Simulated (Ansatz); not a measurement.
**O started in the widest void in diamond, 65 atoms, charge 0**

All numbers come from Ansatz (PAW, plane waves, no spin–orbit coupling) at the single k point (¼, ¼, ¼) without its symmetry partners. The atoms were relaxed with PBEsol in a fixed cell; other functionals are single points on those atoms unless said otherwise. The valence top and gap of the host come from its small cell on a dense mesh, with the band extrema sought between the mesh points, lined up by the mean potential, PBEsol gap 4.03 eV, r²SCAN gap 4.37 eV.

Cell: a = 7.108 Å, b = 7.108 Å, c = 7.108 Å, α = 90.00°, β = 90.00°, γ = 90.00°.

Nearest atoms after relaxation, from the placed atom (for vacancies from the middle of the vacant sites): C at 1.27 Å, C at 1.27 Å, C at 1.87 Å, C at 1.87 Å, C at 2.11 Å, C at 2.11 Å, C at 2.18 Å, C at 2.18 Å.

Chemical potentials μ are those of reference phases of the elements at zero temperature by the same functional (the usual solids, diamond for C, grey Sn, and the molecules H2, N2, O2, F2, Cl2, Br2 and S8).

| functional | E(defect) − E(host) − Σ nμ + q·E_VBM (eV) | monopole (eV) | alignment (eV) | formation energy at E_F = VBM (eV) | moment (μB) | wall time, shared host |
| --- | --- | --- | --- | --- | --- | --- |
| PBEsol | 7.07 | 0.00 | 0.00 | 7.07 | 0 (no spin) | 21 s on NVIDIA H100 (relaxation) |
| r²SCAN | 7.69 | 0.00 | 0.00 | 7.69 | 0 (no spin) | 12 s on NVIDIA H100 |

One k point and a cell of this size can leave errors of several tenths of an eV in such numbers.
